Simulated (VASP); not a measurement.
Crystal: K2F.

```
K F
1.0
     0.00000    3.71251    3.71251
     3.71251    0.00000    3.71251
     3.71251    3.71251    0.00000
K F
2 1
Direct
  0.25000 0.25000 0.25000
  0.75000 0.75000 0.75000
  0.50000 0.50000 0.50000
```

The cell was built by a generator and needn't be a form met in nature.

The cell isn't the ideal one: random cell by space group and Wyckoff sites (Fm-3m, No. 225).

```yaml
Program: VASP 6.6.1
Task: relaxation of cell and atoms
Functional: PBE
Potentials_or_basis: VASP PAW PBE potentials, release 64 (K_sv, F)
Cutoff: 600 eV
k_mesh: 4 × 4 × 4
Occupations: gaussian, width 0.1 eV
Spin: no spin polarisation
```

At the start: pressure -0.8 GPa; volume 34.11 Å³/atom.

Where does the relaxation end?

Over 3 steps the energy falls by 9.0 meV/atom and the volume is 30.75 Å³/atom (-9.8 %); space group Fm-3m (No. 225, to 0.05 Å).

Step by step:
```tsv
step	energy change (eV)	largest force (eV/Å)	pressure (GPa)	volume (Å³)
1	0.0000	0.0000	-0.85	102.34
2	-0.0123	0.0000	-0.65	99.69
3	-0.0269	0.0000	0.07	92.26
```

Final structure:
```yaml
crystal:
  lattice:
    - [0.00000, 3.58641, 3.58641]
    - [3.58641, 0.00000, 3.58641]
    - [3.58641, 3.58641, 0.00000]
  atoms:
    - { symbol: K, position: [0.25000, 0.25000, 0.25000] }
    - { symbol: K, position: [0.75000, 0.75000, 0.75000] }
    - { symbol: F, position: [0.50000, 0.50000, 0.50000] }
```

Caveat: the k mesh is coarse (spacing up to 0.37 Å⁻¹), so the values aren't converged; an odd number of electrons without spin polarisation forces a metal; a magnetic or distorted state may lie lower.
